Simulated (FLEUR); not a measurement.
**Ge: single point with PBEsol**

Crystal: Ge.

```
Ge
1.0
     1.39715   -2.60052    0.00000
     1.39715    2.60052    0.00000
     0.00000    0.00000    2.69823
Ge
1
Cartesian
  1.3971 0.0000 0.0000
```

This isn't the form of Ge at room conditions, which is diamond.

```json
{"Program": "FLEUR MaX-R8.1 (later development tree)", "Task": "single point", "Functional": "PBEsol", "Potentials or basis": "all-electron", "Basis": "FLAPW", "Kmax": "4.24 1/bohr", "k mesh": "11 × 11 × 10", "Occupations": "fermi-dirac, width 0.05 eV", "Spin": "no spin polarisation"}
```

The band gap on the k mesh is none (metal or under the smearing width) and the valence electrons inside the program's atomic spheres are Ge 20.20 (radii Ge 2.31 bohr).

Levels at points of the mesh, in eV from the Fermi level:
```tsv
k point	band 7	band 8	band 9	band 10	band 11	band 12	band 13	band 14	band 15	band 16
(0.00, 0.00, 0.00)	-24.58	-24.48	-24.46	-12.83	6.69	7.16	8.67	10.15	12.47	14.92
(0.00, 0.00, 0.50)	-24.55	-24.52	-24.49	-9.06	-5.66	9.98	11.49	15.94	16.13	17.16
```

Core levels (eV from the Fermi level):
```tsv
atom	levels
1 Ge	1s1/2 -10944.3, 2s1/2 -1365.4, 2p1/2 -1214.4, 2p3/2 -1182.5
```

Wall time 93 s on 1 thread of Arm Neoverse V1, with other jobs on the host, peak memory 0.06 GiB.
